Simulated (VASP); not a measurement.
# BeS in VASP: one cell, several levels of theory

Aim: gap, levels, forces and stress of BeS (rocksalt), under +3.0 % biaxial strain in x and y, free along z at fixed geometry. Runs: PBE, r2SCAN. The results are then set beside those of Ansatz 0.2.0 for the same cell. This is a trial cell built on a prototype, not taken from a measured structure, and it needn't be the compound's ground state.

Code: VASP 6.6.1. PAW datasets, plane waves. Spin-unpolarised throughout. Whether this structure exists isn't addressed.

## (1) The system as given

The cell comes from an earlier relaxation with r2SCAN in another program, then strained, with the atoms relaxed again.

It is tetragonal, I4/mmm (No. 139); a = 3.375 Å, c = 4.515 Å in the conventional setting, 12.86 Å³ an atom. Near Be stand 6 S at 2.26–2.39 Å; near S stand 6 Be at 2.26–2.39 Å.

Structure file:

```cif
data_structure
_symmetry_space_group_name_H-M 'I4/mmm'
_symmetry_Int_Tables_number 139
_cell_length_a 3.3755
_cell_length_b 3.3755
_cell_length_c 4.5151
_cell_angle_alpha 90.000
_cell_angle_beta 90.000
_cell_angle_gamma 90.000
_cell_volume 51.44
loop_
_atom_site_label
_atom_site_type_symbol
_atom_site_symmetry_multiplicity
_atom_site_Wyckoff_symbol
_atom_site_fract_x
_atom_site_fract_y
_atom_site_fract_z
_atom_site_occupancy
Be1 Be 2 a 0.00000 0.00000 0.00000 1
S1 S 2 b 0.00000 0.00000 0.50000 1
```

## (2) PBE

INCAR

```
ENCUT = 520.000000
SIGMA = 0.020000
EDIFF = 1.00e-07
GGA = PE
PREC = Accurate
IBRION = -1
ISIF = 2
ISMEAR = -1
NBANDS = 11
NELM = 120
NSW = 0
LASPH = .TRUE.
LCHARG = .FALSE.
LWAVE = .FALSE.
LREAL = .FALSE.
```

KPOINTS

```
KPOINTS created by Atomic Simulation Environment
0
Gamma
10 10 10
0 0 0
```

KPOINTS_OPT

```
special points
8
Reciprocal
0.0000000000 0.0000000000 0.0000000000 1
0.5000000000 0.0000000000 0.5000000000 1
0.6250000000 0.2500000000 0.6250000000 1
0.3750000000 0.3750000000 0.7500000000 1
0.5000000000 0.5000000000 0.5000000000 1
0.5000000000 0.2500000000 0.7500000000 1
0.1197920000 0.1197920000 0.2395830000 1
0.5000000000 0.5000000000 0.0000000000 1
```

POSCAR

```
Be S
 1.0000000000000000
     0.0000000000000000    2.3868161129000001    2.2575659388000000
     2.3868161129000001    0.0000000000000000    2.2575659388000000
     2.3868161129000001    2.3868161129000001    0.0000000000000000
 Be  S
   1   1
Cartesian
  0.0000000000000000  0.0000000000000000  0.0000000000000000
  2.3868161129000001  2.3868161129000001  2.2575659388000000
```

Potentials: the recommended PBE PAW datasets, 8 valence electrons in the neutral cell.

Launch:

```console
> mpirun -np 1 vasp_std
```

Standard output, without the iteration lines:

```text
POSCAR found type information on POSCAR BeS
 POSCAR found :  2 types and       2 ions
 LDA part: xc-table for (Slater+PW92), standard interpolation
 POSCAR, INCAR and KPOINTS ok, starting setup
 FFT: planning ... GRIDC
 FFT: planning ... GRID_SOFT
 FFT: planning ... GRID
 WAVECAR not read
 entering main loop
 Start KPOINTS_OPT (optional k-point list driver)
k-point batch [1-8\8]
```

OSZICAR:

```text
N       E                     dE             d eps       ncg     rms          rms(c)
DAV:   1     0.201224685522E+02    0.20122E+02   -0.39325E+03  2244   0.627E+02
DAV:   2    -0.777293831573E+01   -0.27895E+02   -0.26477E+02  2973   0.113E+02
DAV:   3    -0.895036893211E+01   -0.11774E+01   -0.11743E+01  2873   0.226E+01
DAV:   4    -0.895686915558E+01   -0.65002E-02   -0.64985E-02  2794   0.196E+00
DAV:   5    -0.895691125632E+01   -0.42101E-04   -0.42100E-04  2933   0.151E-01    0.609E+00
DAV:   6    -0.887078594934E+01    0.86125E-01   -0.21565E-01  2652   0.190E+00    0.410E+00
DAV:   7    -0.886925415150E+01    0.15318E-02   -0.68248E-02  2972   0.125E+00    0.169E+00
DAV:   8    -0.887010243102E+01   -0.84828E-03   -0.63702E-03  2585   0.385E-01    0.339E-01
DAV:   9    -0.887006815691E+01    0.34274E-04   -0.20168E-04  2667   0.865E-02    0.371E-02
DAV:  10    -0.887008626480E+01   -0.18108E-04   -0.24629E-05  2655   0.314E-02    0.769E-03
DAV:  11    -0.887008622973E+01    0.35068E-07   -0.48994E-06  2749   0.108E-02    0.437E-03
DAV:  12    -0.887008637712E+01   -0.14738E-06   -0.16242E-07  2555   0.295E-03    0.638E-04
DAV:  13    -0.887008635302E+01    0.24091E-07   -0.37835E-09  1485   0.423E-04
   1 F= -.88700864E+01 E0= -.88700864E+01  d E =-.900531E-09
       N       E                     dE             ncg
DAV:   1     0.177914823286E+04   -0.20207E+04      176
DAV:   2     0.155243322945E+04   -0.22672E+03      260
DAV:   3     0.154448045237E+04   -0.79528E+01      229
DAV:   4     0.154444623228E+04   -0.34220E-01      233
DAV:   5     0.154444604318E+04   -0.18911E-03      231
DAV:   6     0.154444604192E+04   -0.12627E-05      249
DAV:   7     0.154444604191E+04   -0.87102E-08      233
```

The lines after F= are the extra pass for the points of KPOINTS_OPT, at fixed density; their E is not a total energy.

From OUTCAR:

```text
k-points           NKPTS =    102   k-points in BZ     NKDIM =    102   number of bands    NBANDS=     11

   NELECT =       8.0000    total number of electrons

   dimension x,y,z NGX =    24 NGY =   24 NGZ =   28
   dimension x,y,z NGXF=    48 NGYF=   48 NGZF=   56

  energy-cutoff  :      520.00
  volume of cell :       25.72
      direct lattice vectors                 reciprocal lattice vectors
     0.000000000  2.386816113  2.257565939    -0.209484089  0.209484089  0.221477473
     2.386816113  0.000000000  2.257565939     0.209484089 -0.209484089  0.221477473
     2.386816113  2.386816113  0.000000000     0.209484089  0.209484089 -0.221477473

 k-points in reciprocal lattice and weights: KPOINTS created by Atomic Simulation Env
   0.00000000  0.00000000  0.00000000       0.001
   0.10000000 -0.00000000  0.00000000       0.008
   0.20000000 -0.00000000  0.00000000       0.008
   0.30000000 -0.00000000  0.00000000       0.008
   0.40000000 -0.00000000  0.00000000       0.008
   0.50000000 -0.00000000  0.00000000       0.004
   0.10000000  0.10000000  0.00000000       0.002
   0.20000000  0.10000000  0.00000000       0.008
[... 94 more k-points ...]

 E-fermi :   6.5491

 k-point     1 :       0.0000    0.0000    0.0000
  band No.  band energies     occupation
      1      -8.6218      2.00000
      2       5.4370      2.00000
      3       6.1252      2.00000
      4       6.1252      2.00000
      5      11.1251      0.00000
      6      14.8692      0.00000
      7      14.8692      0.00000
      8      15.0023      0.00000
      9      15.0023      0.00000
     10      15.5218      0.00000
     11      16.9424      0.00000

 k-point     2 :       0.1000   -0.0000    0.0000
  band No.  band energies     occupation
      1      -8.4798      2.00000
      2       4.8664      2.00000
      3       5.7906      2.00000
      4       6.0471      2.00000
      5      11.5605      0.00000
      6      13.7791      0.00000
      7      14.1217      0.00000
      8      14.9195      0.00000
      9      15.4296      0.00000
     10      15.8448      0.00000
     11      16.3768      0.00000

 k-point     3 :       0.2000   -0.0000    0.0000
  band No.  band energies     occupation
      1      -8.0698      2.00000
      2       3.1379      2.00000
      3       5.7056      2.00000
      4       5.8696      2.00000
      5      11.4558      0.00000
      6      12.2579      0.00000
      7      13.0084      0.00000
      8      15.1099      0.00000
      9      16.6043      0.00000
     10      16.6868      0.00000
     11      16.7175      0.00000

 k-point     4 :       0.3000   -0.0000    0.0000
  band No.  band energies     occupation
      1      -7.4534      2.00000
      2       1.2853      2.00000
      3       5.6956      2.00000
      4       5.7314      2.00000
      5      10.7279      0.00000
      6      11.0407      0.00000
      7      11.8066      0.00000
      8      15.8580      0.00000
      9      17.7667      0.00000
     10      18.2589      0.00000
     11      18.3764      0.00000

 k-point     5 :       0.4000   -0.0000    0.0000
  band No.  band energies     occupation
      1      -6.7993      2.00000
      2      -0.1821      2.00000
      3       5.5870      2.00000
      4       5.7990      2.00000
      5      10.1204      0.00000
      6      10.2628      0.00000
      7      11.0302      0.00000
      8      16.0899      0.00000
      9      19.6337      0.00000
     10      20.2052      0.00000
     11      20.5025      0.00000

 k-point     6 :       0.5000   -0.0000    0.0000
  band No.  band energies     occupation
      1      -6.4823      2.00000
      2      -0.7797      2.00000
      3       5.5528      2.00000
      4       5.8374      2.00000
      5       9.8835      0.00000
      6       9.9941      0.00000
      7      10.7733      0.00000
      8      16.1381      0.00000
      9      21.2074      0.00000
     10      21.6292      0.00000
     11      21.9371      0.00000

 k-point     7 :       0.1000    0.1000    0.0000
  band No.  band energies     occupation
      1      -8.4190      2.00000
      2       4.8871      2.00000
      3       5.6720      2.00000
      4       5.6720      2.00000
      5      11.9529      0.00000
      6      13.9276      0.00000
      7      14.4447      0.00000
      8      14.4447      0.00000
      9      14.4999      0.00000
     10      16.6170      0.00000
     11      16.6170      0.00000

[... the tables of k-points 8 to 102 left out ...]

  Total       -0.7577774     -0.7577774     -0.0052541      0.0000000      0.0000000      0.0000000
  in kB      -47.2002061    -47.2002061     -0.3272676      0.0000000      0.0000000      0.0000000
  external PRESSURE =     -31.5758933 kB  Pullay stress =       0.0000000 kB

 POSITION                                       TOTAL-FORCE (eV/Angst)
 -----------------------------------------------------------------------------------
      0.00000      0.00000      0.00000         0.000000     -0.000000      0.000000
      2.38682      2.38682      2.25757        -0.000000      0.000000      0.000000
 -----------------------------------------------------------------------------------
    total drift:                               -0.000000     -0.000000      0.000000

  FREE ENERGIE OF THE ION-ELECTRON SYSTEM (eV)
  ---------------------------------------------------
  free  energy   TOTEN  =        -8.8700863530 eV

  energy  without entropy=       -8.8700863521  energy(sigma->0) =       -8.87008635
```

Hardware: 1 MPI rank of Intel Xeon Platinum 8488C, shared host.

The levels at the points of KPOINTS_OPT are read from vasprun.xml.

Band energies at the special points (eV, zero at the top of v, the last band that the electrons fill by count):

| point | v−1 | v | c | c+1 |
| --- | --- | --- | --- | --- |
| Γ | -0.12 | -0.12 | 4.88 | 8.62 |
| X | -3.40 | -2.56 | 1.12 | 4.54 |
| U | -5.08 | -2.29 | 2.41 | 7.32 |
| K | -4.92 | -2.67 | 1.83 | 7.11 |
| L | -0.70 | -0.41 | 3.63 | 3.75 |
| W | -5.32 | -3.67 | 4.32 | 5.44 |

The PBE gap is 0.58 eV and indirect ((0.12, 0.12, 0.24) to (0.50, 0.50, 0.00)), with 3.68 eV as the least direct one. Pressure: -3.16 GPa; the forces vanish within 0.01 eV/Å.

## (3) r2SCAN

INCAR

```
ENCUT = 520.000000
SIGMA = 0.010000
EDIFF = 1.00e-07
ALGO = Normal
METAGGA = R2SCAN
PREC = Accurate
IBRION = -1
ISIF = 2
ISMEAR = 0
NBANDS = 11
NELM = 120
NSW = 0
LASPH = .TRUE.
LCHARG = .FALSE.
LWAVE = .FALSE.
LREAL = .FALSE.
```

KPOINTS is that of step 2.

KPOINTS_OPT is that of step 2.

POSCAR is that of step 2.

Launch:

```console
> mpirun -np 1 vasp_std
```

Standard output, without the iteration lines:

```text
POSCAR found type information on POSCAR BeS
 POSCAR found :  2 types and       2 ions
 -----------------------------------------------------------------------------
|                                                                             |
|                                                                             |
|     You enforced a specific xc type in the INCAR file but a different       |
|     I HOPE YOU KNOW WHAT YOU ARE DOING!                                     |
|                                                                             |
 -----------------------------------------------------------------------------

 LDA part: xc-table for (None), standard interpolation
 POSCAR, INCAR and KPOINTS ok, starting setup
 FFT: planning ... GRIDC
 FFT: planning ... GRID_SOFT
 FFT: planning ... GRID
 WAVECAR not read
 entering main loop
 Start KPOINTS_OPT (optional k-point list driver)
k-point batch [1-8\8]
```

OSZICAR:

```text
N       E                     dE             d eps       ncg     rms          rms(c)
DAV:   1     0.151083102346E+02    0.15108E+02   -0.40654E+03  2244   0.646E+02
DAV:   2    -0.138637237132E+02   -0.28972E+02   -0.27441E+02  2974   0.117E+02
DAV:   3    -0.150907885281E+02   -0.12271E+01   -0.12237E+01  2901   0.235E+01
DAV:   4    -0.150974501671E+02   -0.66616E-02   -0.66602E-02  2746   0.201E+00
DAV:   5    -0.150974952153E+02   -0.45048E-04   -0.45048E-04  2933   0.162E-01    0.631E+00
DAV:   6    -0.134883729735E+02    0.16091E+01   -0.44314E-01  2532   0.425E+00    0.528E+00
DAV:   7    -0.135226974037E+02   -0.34324E-01   -0.83293E-02  2792   0.195E+00    0.193E+00
DAV:   8    -0.135298748422E+02   -0.71774E-02   -0.73826E-03  2638   0.685E-01    0.280E-01
DAV:   9    -0.135304314414E+02   -0.55660E-03   -0.13445E-03  2675   0.276E-01    0.242E-01
DAV:  10    -0.135304471269E+02   -0.15686E-04   -0.50346E-05  2669   0.706E-02    0.103E-01
DAV:  11    -0.135304456861E+02    0.14409E-05   -0.27720E-05  2632   0.228E-02    0.128E-02
DAV:  12    -0.135304459734E+02   -0.28734E-06   -0.16627E-06  2686   0.105E-02    0.187E-03
DAV:  13    -0.135304459418E+02    0.31627E-07   -0.77629E-08  2494   0.250E-03
   1 F= -.13530446E+02 E0= -.13530446E+02  d E =-.144447E-62
       N       E                     dE             ncg
DAV:   1     0.177060147233E+04   -0.20292E+04      176
DAV:   2     0.153026024280E+04   -0.24034E+03      260
DAV:   3     0.152201569426E+04   -0.82445E+01      232
DAV:   4     0.152198115515E+04   -0.34539E-01      232
DAV:   5     0.152198103603E+04   -0.11912E-03      237
DAV:   6     0.152198103513E+04   -0.89699E-06      251
DAV:   7     0.152198103512E+04   -0.56484E-08      247
```

Parts of OUTCAR:

```text
k-points           NKPTS =    102   k-points in BZ     NKDIM =    102   number of bands    NBANDS=     11

   NELECT =       8.0000    total number of electrons

   dimension x,y,z NGX =    24 NGY =   24 NGZ =   28
   dimension x,y,z NGXF=    48 NGYF=   48 NGZF=   56

  energy-cutoff  :      520.00
  volume of cell :       25.72
      direct lattice vectors                 reciprocal lattice vectors
     0.000000000  2.386816113  2.257565939    -0.209484089  0.209484089  0.221477473
     2.386816113  0.000000000  2.257565939     0.209484089 -0.209484089  0.221477473
     2.386816113  2.386816113  0.000000000     0.209484089  0.209484089 -0.221477473

 k-points in reciprocal lattice and weights: KPOINTS created by Atomic Simulation Env
   0.00000000  0.00000000  0.00000000       0.001
   0.10000000 -0.00000000  0.00000000       0.008
   0.20000000 -0.00000000  0.00000000       0.008
   0.30000000 -0.00000000  0.00000000       0.008
   0.40000000 -0.00000000  0.00000000       0.008
   0.50000000 -0.00000000  0.00000000       0.004
   0.10000000  0.10000000  0.00000000       0.002
   0.20000000  0.10000000  0.00000000       0.008
[... 94 more k-points ...]

 E-fermi :   6.2166

 k-point     1 :       0.0000    0.0000    0.0000
  band No.  band energies     occupation
      1      -9.4247      2.00000
      2       5.2928      2.00000
      3       6.0023      2.00000
      4       6.0023      2.00000
      5      11.8697      0.00000
      6      15.2612      0.00000
      7      15.2612      0.00000
      8      15.9004      0.00000
      9      15.9004      0.00000
     10      15.9511      0.00000
     11      17.8940      0.00000

 k-point     2 :       0.1000   -0.0000    0.0000
  band No.  band energies     occupation
      1      -9.2758      2.00000
      2       4.7179      2.00000
      3       5.6592      2.00000
      4       5.9178      2.00000
      5      12.2943      0.00000
      6      14.4053      0.00000
      7      14.7562      0.00000
      8      15.4276      0.00000
      9      15.8955      0.00000
     10      16.3448      0.00000
     11      17.2030      0.00000

 k-point     3 :       0.2000   -0.0000    0.0000
  band No.  band energies     occupation
      1      -8.8458      2.00000
      2       2.9345      2.00000
      3       5.5616      2.00000
      4       5.7238      2.00000
      5      12.0968      0.00000
      6      12.7725      0.00000
      7      13.5498      0.00000
      8      15.8012      0.00000
      9      17.1008      0.00000
     10      17.2061      0.00000
     11      17.5311      0.00000

 k-point     4 :       0.3000   -0.0000    0.0000
  band No.  band energies     occupation
      1      -8.2000      2.00000
      2       1.0023      2.00000
      3       5.5301      2.00000
      4       5.5762      2.00000
      5      11.2871      0.00000
      6      11.4829      0.00000
      7      12.2828      0.00000
      8      16.6907      0.00000
      9      18.5924      0.00000
     10      18.8617      0.00000
     11      18.9536      0.00000

 k-point     5 :       0.4000   -0.0000    0.0000
  band No.  band energies     occupation
      1      -7.5160      2.00000
      2      -0.5313      2.00000
      3       5.4050      2.00000
      4       5.6326      2.00000
      5      10.6154      0.00000
      6      10.6664      0.00000
      7      11.5027      0.00000
      8      16.9374      0.00000
      9      20.4841      0.00000
     10      20.9761      0.00000
     11      21.1670      0.00000

 k-point     6 :       0.5000   -0.0000    0.0000
  band No.  band energies     occupation
      1      -7.1853      2.00000
      2      -1.1556      2.00000
      3       5.3642      2.00000
      4       5.6654      2.00000
      5      10.3529      0.00000
      6      10.3860      0.00000
      7      11.2517      0.00000
      8      16.9847      0.00000
      9      21.8605      0.00000
     10      22.6304      0.00000
     11      22.7765      0.00000

 k-point     7 :       0.1000    0.1000    0.0000
  band No.  band energies     occupation
      1      -9.2117      2.00000
      2       4.7476      2.00000
      3       5.5346      2.00000
      4       5.5346      2.00000
      5      12.7038      0.00000
      6      14.4862      0.00000
      7      14.9517      0.00000
      8      15.0811      0.00000
      9      15.0811      0.00000
     10      17.3254      0.00000
     11      17.3254      0.00000

[... the tables of k-points 8 to 102 left out ...]

  Total       -0.7011253     -0.7011253     -0.0352313      0.0000000      0.0000000      0.0000000
  in kB      -43.6714764    -43.6714764     -2.1944753      0.0000000      0.0000000      0.0000000
  external PRESSURE =     -29.8458094 kB  Pullay stress =       0.0000000 kB

 POSITION                                       TOTAL-FORCE (eV/Angst)
 -----------------------------------------------------------------------------------
      0.00000      0.00000      0.00000        -0.000000      0.000000     -0.000000
      2.38682      2.38682      2.25757         0.000000     -0.000000      0.000000
 -----------------------------------------------------------------------------------
    total drift:                               -0.000000     -0.000000      0.000000

  FREE ENERGIE OF THE ION-ELECTRON SYSTEM (eV)
  ---------------------------------------------------
  free  energy   TOTEN  =       -13.5304459418 eV

  energy  without entropy=      -13.5304459418  energy(sigma->0) =      -13.53044594
```

Hardware: 1 MPI rank of Intel Xeon Platinum 8488C, shared host.

The levels at the points of KPOINTS_OPT are read from vasprun.xml.

Near the gap, in eV above the top of the last filled band v; c is the band after it:

| point | v−1 | v | c | c+1 |
| --- | --- | --- | --- | --- |
| Γ | -0.10 | -0.10 | 5.76 | 9.16 |
| X | -3.51 | -2.63 | 1.49 | 5.04 |
| U | -5.23 | -2.35 | 2.86 | 7.97 |
| K | -5.06 | -2.75 | 2.25 | 7.72 |
| L | -0.74 | -0.44 | 4.25 | 4.28 |
| W | -5.46 | -3.76 | 4.77 | 6.14 |

The r2SCAN gap is 0.92 eV and indirect ((0.12, 0.12, 0.24) to (0.50, 0.50, 0.00)), with 4.12 eV as the least direct one. Pressure: -2.98 GPa; the forces vanish within 0.01 eV/Å.

## (4) What came out

| level | gap (eV) | pressure (GPa) | Ansatz: gap (eV) | Ansatz: pressure (GPa) |
| --- | --- | --- | --- | --- |
| PBE | 0.58 | -3.16 | 0.58 | -3.08 |
| r2SCAN | 0.92 | -2.98 | 0.92 | -2.87 |

What this shows: The gap spans 0.58 eV (PBE) to 0.92 eV (r2SCAN). The two programs agree on the gap within 0.02 eV, far less than the spread between functionals. The two codes have different PAW datasets and cutoffs.
